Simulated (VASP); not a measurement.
## CO2: relaxation of the atoms with revPBE+D2

The system is CO2.

```
O C
1.0
     4.42881    0.00000    0.00000
     0.00000    4.42881    0.00000
     0.00000    0.00000    4.91133
O C
4 2
Direct
  0.80483 0.80483 0.00000
  0.19517 0.19517 0.00000
  0.69517 0.30483 0.50000
  0.30483 0.69517 0.50000
  0.00000 0.00000 0.00000
  0.50000 0.50000 0.50000
```

The cell comes from a database or a generator and needn't be the stable form of this composition.

The cell isn't the ideal one: volume scaled by 1.15.

```json
{
 "Program": "VASP 6.6.1",
 "Task": "relaxation of the atoms",
 "Functional": "revPBE",
 "Dispersion": "D2",
 "Potentials or basis": "VASP PAW PBE potentials, release 64 (O_GW, C_GW)",
 "Cutoff": "600 eV",
 "k mesh": "6 × 6 × 6",
 "Occupations": "gaussian, width 0.01 eV",
 "Spin": "no spin polarisation",
 "Optimiser": "BFGS",
 "Further INCAR settings": "ALGO = Normal; EDIFF = 1.00e-07"
}
```

| Quantity | Value |
| --- | --- |
| Energy gained by relaxing | 69.8 meV/atom |
| Ionic steps | 4 |
| Pressure after relaxing | 0.1 GPa |
| Largest force after relaxing | 0.007 eV/Å |
| Band gap on the k mesh | 6.72 eV, indirect (least direct gap 7.06 eV) |
| Dispersion energy per atom | -0.084 eV |

Forces on the atoms (eV/Å):
```
O    0.005  0.005  0.000
O   -0.005 -0.005  0.000
O   -0.005  0.005  0.000
O    0.005 -0.005  0.000
C    0.000  0.000  0.000
C    0.000  0.000  0.000
```

The path:
| step | energy change (eV) | largest force (eV/Å) | pressure (GPa) |
| --- | --- | --- | --- |
| 1 | 0.0000 | 4.1250 | -10.80 |
| 2 | -0.3936 | 1.1566 | 3.04 |
| 3 | -0.4179 | 0.1961 | -0.38 |
| 4 | -0.4186 | 0.0074 | 0.10 |

Final structure:
```
O C
1.0
     4.42881    0.00000    0.00000
     0.00000    4.42881    0.00000
     0.00000    0.00000    4.91133
O C
4 2
Cartesian
  3.5983 3.5983 0.0000
  0.8305 0.8305 0.0000
  3.0449 1.3839 2.4557
  1.3839 3.0449 2.4557
  0.0000 0.0000 0.0000
  2.2144 2.2144 2.4557
```

Levels at points of the mesh, in eV from the valence-band top:
| k point | band 13 | band 14 | band 15 | band 16 | band 17 | band 18 | band 19 | band 20 |
| --- | --- | --- | --- | --- | --- | --- | --- | --- |
| (0.00, 0.00, 0.00) | -0.99 | -0.39 | -0.33 | -0.33 | 6.72 | 7.69 | 8.06 | 8.06 |
| (0.50, 0.00, 0.00) | -0.37 | -0.37 | -0.35 | -0.35 | 8.17 | 8.17 | 8.24 | 8.24 |
| (0.50, 0.50, 0.00) | -0.46 | -0.46 | 0.00 | 0.00 | 8.25 | 8.25 | 8.32 | 8.32 |
| (0.00, 0.00, 0.50) | -0.70 | -0.70 | -0.34 | -0.34 | 7.99 | 7.99 | 8.14 | 8.14 |
| (0.50, 0.00, 0.50) | -0.62 | -0.62 | -0.19 | -0.19 | 8.04 | 8.04 | 8.44 | 8.44 |
| (0.50, 0.50, 0.50) | -0.39 | -0.39 | 0.00 | 0.00 | 7.85 | 7.85 | 8.32 | 8.32 |

It took 2.8 min on 1 thread of AMD EPYC 9R45 96-Core Processor (Zen 5) (shared host), peak memory 0.21 GiB.

Caveat: the standard files for N, O and F lose accuracy on very short bonds; the PAW data sets were made with another functional, which shifts forces and pressure a little. A k mesh can miss the band edges.
